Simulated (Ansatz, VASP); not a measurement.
Given: the input of a run of VASP 6.6.1 on TiSi2. The cell is a database's computed one, not the measured one.

Contents of INCAR:

```
ALGO     = Normal         # electronic algorithm
EDIFF    = 1E-7           # SCF threshold, eV
EDIFFG   = -0.005         # ionic threshold
ENCUT    = 600            # plane-wave cutoff, eV
GGA      = RP             # functional
IBRION   = 2              # ionic algorithm
ISIF     = 3              # what is computed and relaxed
ISMEAR   = -1             # smearing method
LASPH    = T              # aspherical terms in the spheres
LCHARG   = F              # write CHGCAR
LREAL    = F              # projectors in reciprocal space
LWAVE    = F              # write WAVECAR
NELM     = 60             # most SCF steps
NSW      = 60             # ionic steps
PREC     = Accurate       # precision mode
SIGMA    = 0.05           # smearing width, eV
```

File KPOINTS:

```
k-points
0
Gamma
  7 7 7
```

Contents of POSCAR:

```
TiSi2
1.0
    0.0000000000      4.1175163063      4.2628978354
    2.3895119538      0.0000000000      4.2628978354
    2.3895119538      4.1175163063      0.0000000000
Ti Si
2 4
Direct
    0.7500000000      0.7500000000      0.7500000000
    0.5000000000      0.5000000000      0.5000000000
    0.4125656100      0.0874343900      0.4125656100
    0.0874343900      0.4125656100      0.0874343900
    0.1625656100      0.8374343900      0.1625656100
    0.8374343900      0.1625656100      0.8374343900
```

Potentials or basis: VASP PAW PBE potentials, release 64 (Ti_sv, Si).

Launch:

```sh
$ cat potpaw_PBE.64/Ti_sv/POTCAR potpaw_PBE.64/Si/POTCAR > POTCAR
$ mpirun -np 1 vasp_std > vasp.out
```

Task: What does the same run look like in Ansatz 0.2.0? Potentials or basis there: Ansatz PAW, cutoff 420 eV.

Result: As run (cutoffs and basis follow the program's own potentials, and thresholds, step limits or extra output files can differ):

The input input.yaml:

```yaml
crystal:
  lattice:
    - [0.0, 4.1175163063, 4.2628978354]
    - [2.3895119538, 0.0, 4.2628978354]
    - [2.3895119538, 4.1175163063, 0.0]
  atoms:
    - { symbol: Ti, position: [0.75, 0.75, 0.75] }
    - { symbol: Ti, position: [0.5, 0.5, 0.5] }
    - { symbol: Si, position: [0.41256561, 0.08743439, 0.41256561] }
    - { symbol: Si, position: [0.08743439, 0.41256561, 0.08743439] }
    - { symbol: Si, position: [0.16256561, 0.83743439, 0.16256561] }
    - { symbol: Si, position: [0.83743439, 0.16256561, 0.83743439] }
hamiltonian:
  xc: rpbe
  pseudopotentials: { kind: paw }
kpoints:
  mp_grid: { grid: [7, 7, 7] }
scf:
  occupations: { method: fermi_dirac, width: 0.05 }
output:
  forces: true
  stress: true
  eigenvalues: true
relax:
  f_tol: 0.01
  max_steps: 40
  cell: { stress_tol: 0.05 }
```

Potentials or basis: Ansatz PAW.

Launch:

```console
$ ansatz run input.yaml --threads 1 --pin off --max-ram 3584MiB --backend cpu --events-out ev --progress --plain --runs-dir out
```

Both were run:

|  | VASP | Ansatz |
| --- | --- | --- |
| Relaxed volume | 14.40 Å³/atom | 14.43 Å³/atom |
| Relaxed cell | a = 5.982 Å, b = 4.942 Å, c = 4.799 Å, α = 75.75°, β = 53.20°, γ = 51.05° | a = 5.986 Å, b = 4.944 Å, c = 4.803 Å, α = 75.76°, β = 53.19°, γ = 51.06° |
| Space group after relaxing | Fddd (No. 70) | Fddd (No. 70) |
| Pressure after relaxing | 0.0 GPa | 0.0 GPa |

Ansatz's pressure holds a Pulay term of +0.03 GPa for its cutoff of 420 eV, which the other run lacks.

VASP's potentials were made for PBE. Ansatz's potentials were made for PBE.

Where Ansatz's input types no cutoff or centring, it takes its own default and a Γ-centred mesh.

Pressure is positive in compression.
